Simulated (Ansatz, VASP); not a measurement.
Two plane-wave programs on Li

File INCAR:

```
SYSTEM = Li
ALGO = Normal
EDIFF = 1E-7
ENCUT = 520
GGA = PE
ISIF = 2
ISMEAR = 0
IVDW = 12
LASPH = .True.
LCHARG = .False.
LREAL = .False.
LWAVE = .False.
NBANDS = 10
NELM = 100
PREC = Accurate
SIGMA = 0.15
```

Contents of KPOINTS:

```
k-points
0
Gamma
  16 16 12
  0 0 0
```

POSCAR

```
Li
1.0
    0.0000000000     -2.0886081792     -2.0886081792
    0.0000000000      2.0886081792     -2.0886081792
    4.1772163584      0.0000000000      0.0000000000
Li
2
Direct
    0.5813939166      0.5000000000      0.5000000000
   -0.0813939166      0.0000000000      0.0000000000
```

Input for Ansatz:

```yaml
crystal:
  lattice:
    - [0.0, -2.0886081792, -2.0886081792]
    - [0.0, 2.0886081792, -2.0886081792]
    - [4.1772163584, 0.0, 0.0]
  atoms:
    - { symbol: Li, position: [0.5813939166, 0.5, 0.5] }
    - { symbol: Li, position: [-0.0813939166, 0.0, 0.0] }
basis:
  ecutwfc: 520.0
kpoints:
  mp_grid: { grid: [16, 16, 12] }
hamiltonian:
  xc: pbe
  dispersion: d3bj
scf:
  occupations: { method: gaussian, width: 0.15 }
output:
  forces: true
  stress: true
  eigenvalues: true
```

Change from the starting cell: mode 4 frozen in at -0.170 Å and mode 5 at -0.170 Å (largest displacements).

Alike in both runs: task single point; functional PBE; dispersion D3(BJ); k mesh 16 × 16 × 12; occupations gaussian, width 0.15 eV; no spin polarisation.

|  | VASP | Ansatz |
| --- | --- | --- |
| version | VASP 6.6.1 | Ansatz 0.2.0 |
| potentials or method | VASP PAW PBE potentials, release 64 (Li_sv) | scalar-relativistic, plane waves, PAW |
| plane-wave cutoff (eV) | 520 | 520 |
| valence electrons in the cell | 6 | 6 |

|  | VASP | Ansatz | Ansatz less VASP |
| --- | --- | --- | --- |
| gap on the k mesh at the Fermi level (eV) | none | none | - |
| rms of the force components (eV/Å) | 0.186 | 0.186 | +0.0001 |

Atom by atom the forces differ by 0.000 eV/Å (rms over components). A gap of «none» marks a metal or a gap that the smearing closes.
